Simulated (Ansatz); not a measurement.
BaS built on the CsCl prototype (r2SCAN geometry), in Ansatz:

```
Ba S
1.0
     3.83376    0.00000    0.00000
     0.00000    3.83376    0.00000
     0.00000    0.00000    3.83376
Ba S
1 1
Direct
  0.00000 0.00000 0.00000
  0.50000 0.50000 0.50000
```

G0W0@PBE with 211 empty bands, a screening cutoff of 140 eV and a 4×4×4 mesh (PAW, contour deformation) gives 2.595 eV over the mesh points, from a PBE gap of 1.552 eV; it sums over 219 bands with 203 plane waves in the screening and a wave cutoff of 420 eV. G0W0 here is at a finite number of bands, screening cutoff and k mesh, not at the basis limit. Simulation only: spin-unpolarised, and no claim that this is the phase found in nature.

Problem. Estimate the gap with starting point HSE06.

Solution. 3.035 eV (+0.440 eV), from a Kohn-Sham gap of 2.453 eV.

Problem. Another run gave a Kohn-Sham gap of 1.552 eV and a G0W0 gap of 2.658 eV, summing over 397 bands with 389 plane waves in the screening and a wave cutoff of 420 eV. What was changed?

Solution. Empty bands 389, screening cutoff 210 eV. The counts of bands and plane waves show it.

Problem. Estimate the gap with starting point LDA.

Solution. 2.549 eV (-0.046 eV), from a Kohn-Sham gap of 1.361 eV.

Problem. Estimate the gap with potentials of the kind norm-conserving.

Solution. 2.598 eV (+0.003 eV), from a Kohn-Sham gap of 1.555 eV.

The runs are scalar-relativistic, without spin-orbit coupling.
